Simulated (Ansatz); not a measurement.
# Mo(100) with 4 layers of random Mo-Ir, 2x2: scattering by chemical disorder

Wanted: resistance against the alloy's length, first Mo(100) with 4 layers of random Mo-Ir, 2x2.

Main program and level: Ansatz 0.2.0; Ansatz plane-wave DFT, PBE, PAW files; ballistic transport by layer matching (Landauer), zero bias; PAW set soft_1.

**1. The structure**

The cell holds 56 atoms: 44 Mo and 12 Ir. Cell: a = 6.294 Å, b = 6.294 Å, c = 22.029 Å, α = 90.0°, β = 90.0°, γ = 90.0°. It derives from Mo. Regions: lead, 40 atoms (40 Mo); scattering region, 16 atoms (12 Ir and 4 Mo). The structure is stacked along c, and the current runs across the ab planes.

**2. With 4 alloy layers**

In 4 layers a share of 0.75 of the sites is given to Ir at random. The layers about the cell's end stay perfect and serve as the lead. Energies from -0.05 to 0.05 eV in steps of 0.05 eV are too few for the program's thermal sum, so it prints no conductance; for a metal the transmission near the Fermi level serves, at a fraction of the cost.

The input, input.yaml:

```yaml
crystal:
  lattice:
    - [6.294, 0.0, 0.0]
    - [0.0, 6.294, 0.0]
    - [0.0, 0.0, 22.029]
  atoms:
    - { symbol: Mo, position: [0.0, 0.0, 0.0357142857] }
    - { symbol: Mo, position: [0.0, 0.5, 0.0357142857] }
    - { symbol: Mo, position: [0.5, 0.0, 0.0357142857] }
    - { symbol: Mo, position: [0.5, 0.5, 0.0357142857] }
    - { symbol: Mo, position: [0.25, 0.25, 0.1071428571] }
    - { symbol: Mo, position: [0.25, 0.75, 0.1071428571] }
    - { symbol: Mo, position: [0.75, 0.25, 0.1071428571] }
    - { symbol: Mo, position: [0.75, 0.75, 0.1071428571] }
    - { symbol: Mo, position: [0.0, 0.0, 0.1785714286] }
    - { symbol: Mo, position: [0.0, 0.5, 0.1785714286] }
    - { symbol: Mo, position: [0.5, 0.0, 0.1785714286] }
    - { symbol: Mo, position: [0.5, 0.5, 0.1785714286] }
    - { symbol: Mo, position: [0.25, 0.25, 0.25] }
    - { symbol: Mo, position: [0.25, 0.75, 0.25] }
    - { symbol: Mo, position: [0.75, 0.25, 0.25] }
    - { symbol: Mo, position: [0.75, 0.75, 0.25] }
    - { symbol: Mo, position: [0.0, 0.0, 0.3214285714] }
    - { symbol: Mo, position: [0.0, 0.5, 0.3214285714] }
    - { symbol: Mo, position: [0.5, 0.0, 0.3214285714] }
    - { symbol: Mo, position: [0.5, 0.5, 0.3214285714] }
    - { symbol: Ir, position: [0.25, 0.25, 0.3928571429] }
    - { symbol: Mo, position: [0.25, 0.75, 0.3928571429] }
    - { symbol: Ir, position: [0.75, 0.25, 0.3928571429] }
    - { symbol: Ir, position: [0.75, 0.75, 0.3928571429] }
    - { symbol: Ir, position: [0.0, 0.0, 0.4642857143] }
    - { symbol: Mo, position: [0.0, 0.5, 0.4642857143] }
    - { symbol: Ir, position: [0.5, 0.0, 0.4642857143] }
    - { symbol: Ir, position: [0.5, 0.5, 0.4642857143] }
    - { symbol: Ir, position: [0.25, 0.25, 0.5357142857] }
    - { symbol: Ir, position: [0.25, 0.75, 0.5357142857] }
    - { symbol: Mo, position: [0.75, 0.25, 0.5357142857] }
    - { symbol: Ir, position: [0.75, 0.75, 0.5357142857] }
    - { symbol: Ir, position: [0.0, 0.0, 0.6071428571] }
    - { symbol: Ir, position: [0.0, 0.5, 0.6071428571] }
    - { symbol: Mo, position: [0.5, 0.0, 0.6071428571] }
    - { symbol: Ir, position: [0.5, 0.5, 0.6071428571] }
    - { symbol: Mo, position: [0.25, 0.25, 0.6785714286] }
    - { symbol: Mo, position: [0.25, 0.75, 0.6785714286] }
    - { symbol: Mo, position: [0.75, 0.25, 0.6785714286] }
    - { symbol: Mo, position: [0.75, 0.75, 0.6785714286] }
    - { symbol: Mo, position: [0.0, 0.0, 0.75] }
    - { symbol: Mo, position: [0.0, 0.5, 0.75] }
    - { symbol: Mo, position: [0.5, 0.0, 0.75] }
    - { symbol: Mo, position: [0.5, 0.5, 0.75] }
    - { symbol: Mo, position: [0.25, 0.25, 0.8214285714] }
    - { symbol: Mo, position: [0.25, 0.75, 0.8214285714] }
    - { symbol: Mo, position: [0.75, 0.25, 0.8214285714] }
    - { symbol: Mo, position: [0.75, 0.75, 0.8214285714] }
    - { symbol: Mo, position: [0.0, 0.0, 0.8928571429] }
    - { symbol: Mo, position: [0.0, 0.5, 0.8928571429] }
    - { symbol: Mo, position: [0.5, 0.0, 0.8928571429] }
    - { symbol: Mo, position: [0.5, 0.5, 0.8928571429] }
    - { symbol: Mo, position: [0.25, 0.25, 0.9642857143] }
    - { symbol: Mo, position: [0.25, 0.75, 0.9642857143] }
    - { symbol: Mo, position: [0.75, 0.25, 0.9642857143] }
    - { symbol: Mo, position: [0.75, 0.75, 0.9642857143] }
kpoints:
  mp_grid: { grid: [4, 4, 1] }
hamiltonian:
  xc: pbe
  pseudopotentials: { kind: paw, azcp: { folder: soft_1 } }
scf:
  occupations: { method: fermi_dirac, width: 0.1 }
output:
  transmission: { leads: [[0, 4]], kmesh: [8, 8], e_range: [-0.05, 0.05], de: 0.05 }
  write_potential: true
  write_density: true
  volumetric_format: npy
```

On the command line:

```sh
> ansatz run input.yaml --threads 4 --pin off --max-ram 15360MiB --backend cpu --events-out ev --progress --plain --runs-dir out
```

Numbers of over 12 decimals in the logs are rounded to 6 here.

Log:

```text
Engine: ansatz 0.2.0, aarch64-unknown-linux-gnu
Pseudopotentials: kind: paw
Pseudopotential: Mo, paw, valence charge 14, recommended cutoff 420 eV (normal), soft_1/Mo.paw.azcp
Pseudopotential: Ir, paw, valence charge 17, recommended cutoff 420 eV (normal), soft_1/Ir.paw.azcp
Functional definition: PBE
  parameter kappa = 0.804
  parameter beta = 0.066725
  exchange = pbe_x(kappa = kappa, mu = beta*pi^2/3)
  correlation = pbe_c(beta = beta)
Crystal: 56 atoms, lattice volume = 872.666 Å³
Basis set: ecut = 420 eV, 17109 PW (Γ)
Bands: 492, of which v1, the nominal top of the filled ones, is band 410 counted from 1 (409 counted from 0)
Symmetry: 4 space group operations
Space group: C2/m (ITA 12), of the structure as read, at distance tolerance 9.6e-5 Å
k-points: 7 of 16
Non-local potential: Mo, projectors of the file, l = 0: 3, l = 1: 2, l = 2: 2, l = 3: 1
Non-local potential: Ir, projectors of the file, l = 0: 3, l = 1: 2, l = 2: 2, l = 3: 1
PAW form: soft (Blöchl's): semilocal exchange-correlation on the pseudo side does not see the compensation charge
PAW one-centre angular grid: Mo, 590 points (default); XC on 64 Gauss nodes
PAW one-centre angular grid: Ir, 590 points (default); XC on 64 Gauss nodes
Initial density: superposition of atomic densities (chi_scale 0.1, normalization cell, long waves 17 % of neutral atoms (reshape's long-wave potential 1.17 eV rms, cloud 2.95 Å wide))
Initial wavefunctions: pseudopotential atomic-orbital guess
Functional: x = pbe(κ = 0.804, μ = 0.219515), c = pbe(β = 0.066725)
SCF iter   1: F=—  HF=-361366.293302 eV  |F-HF|=—  |Δ(HF+E_count)|=         —  Δρ=1.30e-1  dr2=4.73e3  ethr=3.10e-3  ⟨swp⟩=5.0  Hψ=10931  notcnv=0
preconditioner: auto → Kerker (q_TF=auto, 2.700 Å⁻¹)  [metal: Δε(μ)=0.038 eV  Ē_g=4.731 eV  σ=0.100 eV  W_gap=0.09  n_scr=294 (ndim 8)  ℏωp=24.2 eV  f_vac=0.000  D(μ)=52.47/eV (n_scr^D=546)]
SCF iter   2: F=—  HF=-361323.772805 eV  |F-HF|=—  |Δ(HF+E_count)|=    4.25e1  Δρ=7.11e-2  dr2=1.61e3  ethr=3.10e-3  ⟨swp⟩=2.3  Hψ=6159  notcnv=0
SCF iter   3: F=—  HF=-361305.422843 eV  |F-HF|=—  |Δ(HF+E_count)|=    1.83e1  Δρ=2.26e-2  dr2=3.38e1  ethr=3.10e-3  ⟨swp⟩=4.3  Hψ=11266  notcnv=0
SCF iter   4: F=—  HF=-361304.149968 eV  |F-HF|=—  |Δ(HF+E_count)|=    1.27e0  Δρ=8.39e-3  dr2=4.55e0  ethr=3.10e-3  ⟨swp⟩=3.0  Hψ=6650  notcnv=0
SCF iter   5: F=—  HF=-361304.057440 eV  |F-HF|=—  |Δ(HF+E_count)|=   9.25e-2  Δρ=1.69e-3  dr2=2.68e-1  ethr=5.55e-4  ⟨swp⟩=2.0  Hψ=4065  notcnv=0
SCF iter   6: F=—  HF=-361304.052602 eV  |F-HF|=—  |Δ(HF+E_count)|=   4.84e-3  Δρ=8.21e-4  dr2=1.77e-2  ethr=3.27e-5  ⟨swp⟩=1.0  Hψ=3444  notcnv=0
SCF iter   7: F=—  HF=-361304.051411 eV  |F-HF|=—  |Δ(HF+E_count)|=   1.19e-3  Δρ=1.44e-4  dr2=6.91e-4  ethr=2.16e-6  ⟨swp⟩=1.9  Hψ=5093  notcnv=0
SCF iter   8: F=—  HF=-361304.051416 eV  |F-HF|=—  |Δ(HF+E_count)|=   4.71e-6  Δρ=2.04e-5  dr2=1.67e-5  ethr=8.43e-8  ⟨swp⟩=2.0  Hψ=4294  notcnv=0
SCF iter   9: F=—  HF=-361304.050599 eV  |F-HF|=—  |Δ(HF+E_count)|=   8.18e-4  Δρ=6.01e-6  dr2=6.38e-7  ethr=2.03e-9  ⟨swp⟩=1.7  Hψ=4005  notcnv=0
SCF iter  10: F=-361304.050598 eV  HF=-361304.050599 eV  |F-HF|=7.07e-8  |Δ(HF+E_count)|=   6.61e-8  Δρ=1.31e-6  dr2=7.66e-8  ethr=1.22e-11  ⟨swp⟩=6.4  Hψ=8704  notcnv=0
SCF 1 converged in 10 iterations: F = -361304.050598 eV  dr2 = 7.66e-8
  greatest PAW one-centre occupation: 1.000 electrons in one spin orbital (limit 2), on the Ir atom at site 35 (counted from 0), in its partial waves of l = 0
transmission: 90 of 882 steps passed
transmission: 177 of 882 steps passed
[...]
transmission: 882 of 882 steps passed
SCF converged after 10 iterations
Free energy (F): -361304.050598 eV
Harris-Foulkes:  -361304.050599 eV  (|F-HF|=7.07e-8)
Internal energy: -361302.160692 eV  (E = F + TS)
E sigma→0 (E₀):  -361303.105645 eV
Entropy (-TS):   -1.889906 eV (-33.748 meV/atom)
Fermi energy:    21.524653 eV
--- Per-component energies (eV) ---
  E_band       = -3922.892447
  E_kinetic    = 25043.971404
  E_local      = -54258.798949  (includes V_loc(G=0)·N_el)
  E_nonlocal   = 8797.054993
  E_hartree    = 19816.489284
  E_xc         = -10513.757163
  E_vxc        = -12742.945212  (∫ρ·V_xc dr)
  E_paw        = -252501.179525  (= ΣΔE_a)
  E_vpaw       = -10395.174441  (= ΣTr[D̂ρ^β])
  E_aug_tail   = 0.006480  (compensation charges beyond the density's cutoff)
  E_ewald      = -97685.947217
  E_smearing   = -1.889906  (= −TS)
  E_closure    = -0.000000  (closes the sum)
  Σ components = -361304.050598   (vs F -361304.050598, Δ=0.00e0)
--- Band table (eV; the first three rows and the last of 7) ---
  k-point 0: bands = [... 406 lower, 21.5993, 21.6173, 21.7005, 21.7174, 21.7234, 21.7290, 21.7546, 21.7555, ... 78 higher]
  k-point 1: bands = [... 406 lower, 21.3937, 21.4085, 21.4217, 21.4652, 21.5026, 21.5166, 21.5221, 21.5520, ... 78 higher]
  k-point 2: bands = [... 406 lower, 21.3792, 21.3968, 21.4049, 21.4234, 21.4741, 21.5162, 21.5854, 21.6251, ... 78 higher]
  k-point 6: bands = [... 406 lower, 21.3736, 21.4460, 21.5228, 21.5243, 21.6027, 21.6892, 21.7137, 21.8501, ... 78 higher]
--- Transmission ---
  basis      : 349 plane waves across, 42 finite elements along
  points     : 21, standing for a mesh of 8 x 8
  energies   : 3 from -0.050000 to 0.050000 eV about the Fermi level, 0.050000 eV apart; the leads are filled to 0.000000 eV, and channels, transmission and decay are at 0.000000 eV
  crystal 0  : Mo4, at the sites [0, 4], period 1.5735 Å, over 15.73 Å; its Hamiltonian steps by up to 16.5 meV
    offset         : up to 0.0000 Å between an atom of the period and one for which it stands
    channels       : 6.593750e0 a spin
    conductance    : none, the energies end too early or step too widely for 300 K: set another output.transmission.e_range or a lower de, or, where they end at an eighth of basis.ecutwfc, a higher one
    slowest decay  : 0.0461 /Å at (0.5000, 0.3750)
  junction   : crystal 0 to crystal 0, 0.70 to 21.15 Å
    transmission   : 3.042114e0 a spin
    conductance    : none, the energies end too early or step too widely for 300 K: set another output.transmission.e_range or a lower de, or, where they end at an eighth of basis.ecutwfc, a higher one
```

Wall time 5.4 min (4 threads of Arm Neoverse V2, shared host); peak memory 7.9 GiB; 20 min of CPU time.

The column dr2 measures how far the density is from self-consistency, as an energy; F and HF (Harris–Foulkes) agree once it is small.

Numbers from this step:

| Item | Value |
| --- | --- |
| free energy | -361304.0506 eV |
| energy at zero smearing | -361303.1056 eV |
| Fermi energy | 21.52 eV |
| cell area | 39.61 Å² |
| transmission per spin nearest the Fermi level | 3.042 |
| open channels per spin nearest the Fermi level | 6.594 |
| step of the lead's potential | 16.5 meV |

Per spin. The transmission, zone mean by energy, zero at the Fermi level:

| energy (eV) | transmission, zone mean |
| --- | --- |
| -0.0500 | 3.08 |
| 0.0000 | 3.04 |
| 0.0500 | 3.13 |

Per spin. The open channels, zone mean, lead by energy, zero at the Fermi level:

| energy (eV) | open channels, zone mean, lead |
| --- | --- |
| -0.0500 | 6.47 |
| 0.0000 | 6.59 |
| 0.0500 | 6.84 |

Transmission over k1 and k2. At 0.0000 eV from the Fermi level.

Values, 8 rows by 8 columns:
```
0.00 0.42 1.06 2.85 2.53 2.27 1.48 0.25
1.92 1.06 2.15 4.70 6.18 4.54 2.55 1.48
2.08 2.85 4.70 6.22 6.84 6.46 4.54 2.27
2.70 2.53 6.18 6.84 7.35 6.84 6.18 2.53
2.08 2.27 4.54 6.46 6.84 6.22 4.70 2.85
1.92 1.48 2.55 4.54 6.18 4.70 2.15 1.06
0.00 0.25 1.48 2.27 2.53 2.85 1.06 0.42
0.00 0.00 1.92 2.08 2.70 2.08 1.92 0.00
```
Columns: k1 (b1) from -0.5 to 0.375; rows upwards: k2 (b2) from -0.5 to 0.375.

Open channels over k1 and k2. At 0.0000 eV from the Fermi level.

Ten even steps from '0' (0.0) to '9' (15.0):
```
00134310
21379731
23799973
24999994
23799973
21379731
00134310
00222220
```
Columns: k1 (b1) from -0.5 to 0.375; rows upwards: k2 (b2) from -0.5 to 0.375.

Over the solved energies the transmission per spin lies between 3.04 and 3.13, out of 6.64 channels of the lead on average (up to 6.84).

**3. With 8 alloy layers**

In 8 layers a share of 0.75 of the sites is given to Ir at random. A fresh draw is used; the growth of the resistance with length is what counts.

System of this step: Mo(100) with 8 layers of random Mo-Ir, 2x2. The cell holds 72 atoms: 48 Mo and 24 Ir. Cell: a = 6.294 Å, b = 6.294 Å, c = 28.323 Å, α = 90.0°, β = 90.0°, γ = 90.0°. It derives from Mo. Regions: lead, 40 atoms (40 Mo); scattering region, 32 atoms (8 Mo and 24 Ir). The structure is stacked along c, and the current runs across the ab planes.

The input, input.yaml:

```yaml
crystal:
  lattice:
    - [6.294, 0.0, 0.0]
    - [0.0, 6.294, 0.0]
    - [0.0, 0.0, 28.323]
  atoms:
    - { symbol: Mo, position: [0.0, 0.0, 0.0277777778] }
    - { symbol: Mo, position: [0.0, 0.5, 0.0277777778] }
    - { symbol: Mo, position: [0.5, 0.0, 0.0277777778] }
    - { symbol: Mo, position: [0.5, 0.5, 0.0277777778] }
    - { symbol: Mo, position: [0.25, 0.25, 0.0833333333] }
    - { symbol: Mo, position: [0.25, 0.75, 0.0833333333] }
    - { symbol: Mo, position: [0.75, 0.25, 0.0833333333] }
    - { symbol: Mo, position: [0.75, 0.75, 0.0833333333] }
    - { symbol: Mo, position: [0.0, 0.0, 0.1388888889] }
    - { symbol: Mo, position: [0.0, 0.5, 0.1388888889] }
    - { symbol: Mo, position: [0.5, 0.0, 0.1388888889] }
    - { symbol: Mo, position: [0.5, 0.5, 0.1388888889] }
    - { symbol: Mo, position: [0.25, 0.25, 0.1944444444] }
    - { symbol: Mo, position: [0.25, 0.75, 0.1944444444] }
    - { symbol: Mo, position: [0.75, 0.25, 0.1944444444] }
    - { symbol: Mo, position: [0.75, 0.75, 0.1944444444] }
    - { symbol: Mo, position: [0.0, 0.0, 0.25] }
    - { symbol: Mo, position: [0.0, 0.5, 0.25] }
    - { symbol: Mo, position: [0.5, 0.0, 0.25] }
    - { symbol: Mo, position: [0.5, 0.5, 0.25] }
    - { symbol: Mo, position: [0.25, 0.25, 0.3055555556] }
    - { symbol: Ir, position: [0.25, 0.75, 0.3055555556] }
    - { symbol: Ir, position: [0.75, 0.25, 0.3055555556] }
    - { symbol: Ir, position: [0.75, 0.75, 0.3055555556] }
    - { symbol: Ir, position: [0.0, 0.0, 0.3611111111] }
    - { symbol: Ir, position: [0.0, 0.5, 0.3611111111] }
    - { symbol: Ir, position: [0.5, 0.0, 0.3611111111] }
    - { symbol: Mo, position: [0.5, 0.5, 0.3611111111] }
    - { symbol: Ir, position: [0.25, 0.25, 0.4166666667] }
    - { symbol: Ir, position: [0.25, 0.75, 0.4166666667] }
    - { symbol: Ir, position: [0.75, 0.25, 0.4166666667] }
    - { symbol: Mo, position: [0.75, 0.75, 0.4166666667] }
    - { symbol: Ir, position: [0.0, 0.0, 0.4722222222] }
    - { symbol: Ir, position: [0.0, 0.5, 0.4722222222] }
    - { symbol: Mo, position: [0.5, 0.0, 0.4722222222] }
    - { symbol: Ir, position: [0.5, 0.5, 0.4722222222] }
    - { symbol: Ir, position: [0.25, 0.25, 0.5277777778] }
    - { symbol: Ir, position: [0.25, 0.75, 0.5277777778] }
    - { symbol: Ir, position: [0.75, 0.25, 0.5277777778] }
    - { symbol: Ir, position: [0.75, 0.75, 0.5277777778] }
    - { symbol: Mo, position: [0.0, 0.0, 0.5833333333] }
    - { symbol: Ir, position: [0.0, 0.5, 0.5833333333] }
    - { symbol: Mo, position: [0.5, 0.0, 0.5833333333] }
    - { symbol: Ir, position: [0.5, 0.5, 0.5833333333] }
    - { symbol: Ir, position: [0.25, 0.25, 0.6388888889] }
    - { symbol: Ir, position: [0.25, 0.75, 0.6388888889] }
    - { symbol: Ir, position: [0.75, 0.25, 0.6388888889] }
    - { symbol: Ir, position: [0.75, 0.75, 0.6388888889] }
    - { symbol: Ir, position: [0.0, 0.0, 0.6944444444] }
    - { symbol: Ir, position: [0.0, 0.5, 0.6944444444] }
    - { symbol: Mo, position: [0.5, 0.0, 0.6944444444] }
    - { symbol: Mo, position: [0.5, 0.5, 0.6944444444] }
    - { symbol: Mo, position: [0.25, 0.25, 0.75] }
    - { symbol: Mo, position: [0.25, 0.75, 0.75] }
    - { symbol: Mo, position: [0.75, 0.25, 0.75] }
    - { symbol: Mo, position: [0.75, 0.75, 0.75] }
    - { symbol: Mo, position: [0.0, 0.0, 0.8055555556] }
    - { symbol: Mo, position: [0.0, 0.5, 0.8055555556] }
    - { symbol: Mo, position: [0.5, 0.0, 0.8055555556] }
    - { symbol: Mo, position: [0.5, 0.5, 0.8055555556] }
    - { symbol: Mo, position: [0.25, 0.25, 0.8611111111] }
    - { symbol: Mo, position: [0.25, 0.75, 0.8611111111] }
    - { symbol: Mo, position: [0.75, 0.25, 0.8611111111] }
    - { symbol: Mo, position: [0.75, 0.75, 0.8611111111] }
    - { symbol: Mo, position: [0.0, 0.0, 0.9166666667] }
    - { symbol: Mo, position: [0.0, 0.5, 0.9166666667] }
    - { symbol: Mo, position: [0.5, 0.0, 0.9166666667] }
    - { symbol: Mo, position: [0.5, 0.5, 0.9166666667] }
    - { symbol: Mo, position: [0.25, 0.25, 0.9722222222] }
    - { symbol: Mo, position: [0.25, 0.75, 0.9722222222] }
    - { symbol: Mo, position: [0.75, 0.25, 0.9722222222] }
    - { symbol: Mo, position: [0.75, 0.75, 0.9722222222] }
kpoints:
  mp_grid: { grid: [4, 4, 1] }
hamiltonian:
  xc: pbe
  pseudopotentials: { kind: paw, azcp: { folder: soft_1 } }
scf:
  occupations: { method: fermi_dirac, width: 0.1 }
output:
  transmission: { leads: [[0, 4]], kmesh: [8, 8], e_range: [-0.05, 0.05], de: 0.05 }
  write_potential: true
  write_density: true
  volumetric_format: npy
```

Log:

```text
[...]
Crystal: 72 atoms, lattice volume = 1122.000 Å³
Basis set: ecut = 420 eV, 21955 PW (Γ)
Bands: 648, of which v1, the nominal top of the filled ones, is band 540 counted from 1 (539 counted from 0)
Symmetry: 1 space group operations
[...]
k-points: 10 of 16 (time reversal used)
[...]
SCF iter   1: F=—  HF=-524406.238126 eV  |F-HF|=—  |Δ(HF+E_count)|=         —  Δρ=1.05e-1  dr2=1.93e2  ethr=3.10e-3  ⟨swp⟩=5.0  Hψ=19652  notcnv=0
[...]
SCF iter  10: F=-524364.773166 eV  HF=-524364.773166 eV  |F-HF|=2.34e-8  |Δ(HF+E_count)|=   4.69e-8  Δρ=7.61e-7  dr2=2.55e-8  ethr=9.26e-12  ⟨swp⟩=6.6  Hψ=14198  notcnv=0
SCF 1 converged in 10 iterations: F = -524364.773166 eV  dr2 = 2.55e-8
[...]
transmission: 192 of 1904 steps passed
transmission: 381 of 1904 steps passed
[...]
transmission: 1904 of 1904 steps passed
SCF converged after 10 iterations
Free energy (F): -524364.773166 eV
[...]
Internal energy: -524362.072601 eV  (E = F + TS)
E sigma→0 (E₀):  -524363.422883 eV
Entropy (-TS):   -2.700565 eV (-37.508 meV/atom)
Fermi energy:    21.703522 eV
[...]
--- Band table (eV; the first three rows and the last of 10) ---
  k-point 0: bands = [... 536 lower, 21.7846, 21.8011, 21.8071, 21.8102, 21.8256, 21.8338, 21.8686, 21.8898, ... 104 higher]
  k-point 1: bands = [... 536 lower, 21.6182, 21.6570, 21.6691, 21.6837, 21.6913, 21.7059, 21.7334, 21.7374, ... 104 higher]
  k-point 2: bands = [... 536 lower, 21.5943, 21.6128, 21.6452, 21.6834, 21.6947, 21.7183, 21.7244, 21.7658, ... 104 higher]
  k-point 9: bands = [... 536 lower, 21.6867, 21.7310, 21.7361, 21.7510, 21.8071, 21.8110, 21.8398, 21.8766, ... 104 higher]
--- Transmission ---
  basis      : 349 plane waves across, 56 finite elements along
  points     : 34, standing for a mesh of 8 x 8
[...]
channels       : 6.593750e0 a spin
[...]
slowest decay  : 0.0463 /Å at (0.5000, 0.3750)
  junction   : crystal 0 to crystal 0, 0.70 to 27.45 Å
    transmission   : 2.332076e0 a spin
[...]
```

Run time: 15 min. Hardware: 4 threads; peak memory 8.3 GiB; 57 min of CPU time.

This step gave:

- free energy: -524364.7732 eV
- energy at zero smearing: -524363.4229 eV
- Fermi energy: 21.70 eV
- transmission per spin nearest the Fermi level: 2.332
- step of the lead's potential: 13.2 meV

Per spin. Transmission, zone mean against energy, zero at the Fermi level:

| energy (eV) | transmission, zone mean |
| --- | --- |
| -0.0500 | 2.29 |
| 0.0000 | 2.33 |
| 0.0500 | 2.42 |

Over the solved energies the transmission per spin lies between 2.29 and 2.42, out of 6.68 channels of the lead on average (up to 6.84).

[end of part 1 of 2]

[Logs are printed without paths, hosts, clocks, repeated set-up lines and the standing remarks that a program may print on its own settings, such as how far it seeks lower states.]

[Hosts, paths, dates, database ids (printed as entryN), source tags and the programs' standing remarks are cut or masked in the printed files.]
